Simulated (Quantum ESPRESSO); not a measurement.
Crystal: GaN.

```xyz
4
Lattice="3.1800 0.0000 0.0000 -1.5900 2.7540 0.0000 0.0000 0.0000 5.1660" Properties=species:S:1:pos:R:3 pbc="T T T"
Ga    1.5900    0.9180    2.5830
Ga    0.0000    1.8360    0.0000
N     1.5900    0.9180    4.5203
N     0.0000    1.8360    1.9373
```

Base run:

```yaml
Program: Quantum ESPRESSO 7.5
Functional: PBEsol
Potentials_or_basis: GBRV 1.5 PBEsol
Cutoff: 762 eV
Density_cutoff: 6095 eV
k_mesh: 6 × 6 × 4, shifted
Occupations: fermi-dirac, width 0.05 eV
Spin: no spin polarisation
```

Its results: pressure 1.5 GPa; largest force 0.134 eV/Å; electronic dielectric tensor (diagonal) 6.10, 6.10, 5.76.

After a change of settings the same cell gave: pressure 2.1 GPa; largest force 0.132 eV/Å; electronic dielectric tensor (diagonal) 6.18, 6.18, 5.81. Which change was it?
A. functional from PBEsol to LDA; potentials or basis from GBRV 1.5 PBEsol to GBRV 1.5 LDA
B. functional from PBEsol to PBE; potentials or basis from GBRV 1.5 PBEsol to GBRV 1.5 PBE
C. functional from PBEsol to BLYP; potentials or basis from GBRV 1.5 PBEsol to GBRV 1.5 PBE
D. functional from PBEsol to WC; potentials or basis from GBRV 1.5 PBEsol to GBRV 1.5 PBE

D.

Caveats: the potentials were made for another functional, which shifts forces and pressure (some runs).
